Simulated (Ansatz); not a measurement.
## PbO-type ZrC

Level of theory: DFT, PBE, scalar-relativistic, no spin polarisation; plane waves to 420 eV with PAW datasets (Ansatz 0.2.0), Γ-centred 8×8×12 mesh, 0.05 eV Gaussian smearing. The datasets are Ansatz's generated set soft_2.

```
Zr C
1.0
     4.24257    0.00000    0.00000
     0.00000    4.24257    0.00000
     0.00000    0.00000    3.11236
Zr C
2 2
Direct
  0.50000 0.00000 0.22827
  0.00000 0.50000 0.77173
  0.00000 0.00000 0.00000
  0.50000 0.50000 0.00000
```

This is a trial structure; measured cells of the compound in the Crystallography Open Database are in space group Fm-3m (rock salt).

The run above is the reference. The same cell was run again with other input settings; several of them aren't fit for production, so the rows show the settings' effect and aren't properties of the material.

```tsv
keys changed	outcome	ΔE (meV/atom)	P (GPa)	gap on the mesh (eV)	cell moment (μB)	largest force component (eV/Å)	SCF iterations	rough core-seconds	new warnings
none (reference)	converged	0.0	0.0	metal	–	0.000	–	–	–
basis.ecutrho_ratio: 4 → 8; basis.ecutwfc: 420 → "33.1 Ry"	converged	-1.1	0.0	metal	–	0.000	6	7	–
basis.ecutwfc: 420 → "22.0 Ry"	converged	78.2	0.8	metal	–	0.057	6	4	cutoff below recommended
scf.occupations.method: "gaussian" → "methfessel_paxton"; scf.occupations.width: 0.05 → 0.025; scf.mixing.preconditioner: "resta"; hamiltonian.hubbard: {"sites": [{"species": "Zr", "l": "d", "u_eff": 2.0}], "double_counting": "amf"}	converged	–	0.2	metal	–	0.015	9	11	filled band counts differ across k points
scf.occupations.width: 0.05 → null; scf.occupations.method: "gaussian" → "tetrahedron_uncorrected"; scf.n_extra_bands: 2	converged	6.2	0.1	metal	–	0.023	7	7	band table not solved further
basis.xc_grid: 2	converged	0.0	0.0	metal	–	0.000	6	6	–
accuracy: "medium"	converged	0.0	0.0	metal	–	0.000	6	6	–
```

These changes also left energy (to 0.1 meV/atom), pressure, gap, moment and forces as in the reference: scf.eigensolver.kind: "davidson"; basis.precision: "f64"; scf.algorithm: "density_mixing".

ΔE is the energy with the smearing extrapolated to zero. It is left out where the change alters the Hamiltonian or the spin treatment. The varied runs start from atomic densities (corrected by the program's trained start where that serves), with the default search for lower states unless a row changes it.

(1) What happens with these changes: scf.mixing.algorithm: "msr1"; scf.mixing.beta: 0.5; scf.mixing.ndim: 16; kpoints.mp_grid.shift: [0.5, 0.5, 0.5]?

Answer:

(1) outcome converged, ΔE (meV/atom) -0.4, P (GPa) 0.1, gap on the mesh (eV) metal, largest force component (eV/Å) 0.095, SCF iterations 6, rough core-seconds 3.

1 further run (cut off, refused for memory, with changed atoms or starts, or in doubt) is left out.
